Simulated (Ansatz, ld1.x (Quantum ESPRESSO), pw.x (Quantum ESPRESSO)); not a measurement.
Which Mo potential is closest to all-electron in the fcc crystal?

All use PBE, scalar-relativistic, no spin, cutoffs from each file’s atomic test, pw.x 7.5; 14³ k-points, Fermi–Dirac smearing 0.01 Ry. Δ is the rms difference from all-electron LAPW of the E(V) curves that follow from fits to the pressures, over ±6 % in volume. Mesh and smearing are coarse and serve the comparison alone. The files are a selection: those with a ghost or negative overlap were mostly not run, and those with noisy or unconverged pressures or nearly equal Δ are left out.

All-electron: a0 = 4.005 Å (V0 = 16.06 Å³/atom), B0 = 235.3 GPa.

(1) Rank them by Δ, smallest first.
A. PAW, ld1.x (Quantum ESPRESSO) 7.5, PBE; core [Ar] 3d10 4s2, reference 4p6 4d5 5s0.5 5p0; waves: 5s (bound): rcut 2.70, rcutus 3.30 bohr; 5s channel at 0.2 Ry: rcut 2.70, rcutus 3.30 bohr; 4p (bound): rcut 1.65, rcutus 2.20 bohr; 5p (bound, empty): rcut 1.65, rcutus 2.20 bohr; 4d (bound): rcut 1.75, rcutus 1.95 bohr; 4d channel at -0.1 Ry: rcut 1.75, rcutus 1.95 bohr; local part: all-electron potential smoothed inside 2.95 bohr (lloc = -1); core correction: Bessel-smoothed model core inside 1.40 bohr; augmentation: PSQ, inside the norm-conserving radii.
B. PAW, ld1.x (Quantum ESPRESSO) 7.5, PBE; core [Kr], reference 4d6 5s0 5p0; waves: 5s (bound, empty): rcut 2.40, rcutus 3.05 bohr; 5s channel at 0.2 Ry: rcut 2.40, rcutus 3.05 bohr; 5p (bound, empty): rcut 2.80, rcutus 3.45 bohr; 5p channel at 0.3 Ry: rcut 2.80, rcutus 3.45 bohr; 4d (bound): rcut 1.55, rcutus 2.00 bohr; 4d channel at 0.8 Ry: rcut 1.55, rcutus 2.00 bohr; local part: all-electron potential smoothed inside 2.80 bohr (lloc = -2); core correction: Bessel-smoothed model core inside 1.30 bohr; augmentation: BESSEL, radius 1.45 bohr.
C. norm-conserving RRKJ (Kleinman–Bylander form), ld1.x (Quantum ESPRESSO) 7.5, PBE; core [Kr], reference 4d5 5s1 5p0; waves: 5p (bound, empty): rc 3.50 bohr; 4d (bound): rc 1.80 bohr; 5s (bound): rc 2.15 bohr; local part: the s channel; core correction: none; rho0 0.02.

Results:

(1) B (10.3 meV/atom), A (15.8 meV/atom), C (25.9 meV/atom).
